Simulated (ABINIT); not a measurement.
The system is Cu.

```
Cu
1.0
    -1.44279    1.44279    1.37608
     1.44279   -1.44279    1.37608
     1.44279    1.44279   -1.37608
Cu
1
Direct
  0.00000 0.00000 0.00000
```

This isn't the form of Cu at room conditions, which is fcc.

- Program: ABINIT 10.8.3 (patched build)
- Task: relaxation of cell and atoms
- Functional: LDA
- Potentials or basis: JTH PAW LDA v2.0
- Cutoff: 707 eV
- k mesh: 13 × 13 × 13
- Occupations: fermi-dirac, width 0.05 eV
- Spin: no spin polarisation

At the start: pressure -7.7 GPa; volume 11.46 Å³/atom.

Task: How do energy, volume and symmetry change on relaxing?

Result: Over 9 steps the energy falls by 13.1 meV/atom and the volume is 10.94 Å³/atom (-4.5 %); space group I4/mmm (No. 139, to 0.05 Å).

Step by step:
| step | energy change (eV) | largest force (eV/Å) | pressure (GPa) | volume (Å³) |
| --- | --- | --- | --- | --- |
| 1 | 0.0000 | 0.0000 | -7.70 | 11.46 |
| 2 | -0.0099 | 0.0000 | -4.01 | 11.19 |
| 3 | -0.0130 | 0.0000 | 0.43 | 10.92 |
| 4 | -0.0131 | 0.0000 | -0.01 | 10.94 |
| 5 | -0.0131 | 0.0000 | -0.02 | 10.94 |
| 6 | -0.0128 | 0.0000 | -0.25 | 10.95 |
| 7 | -0.0131 | 0.0000 | 0.03 | 10.94 |
| 8 | -0.0131 | 0.0000 | 0.02 | 10.94 |
| 9 | -0.0131 | 0.0000 | 0.00 | 10.94 |

Final structure:
```
Cu
1.0
    -1.41798    1.41798    1.36024
     1.41798   -1.41798    1.36024
     1.41798    1.41798   -1.36024
Cu
1
Direct
  0.00000 0.00000 0.00000
```
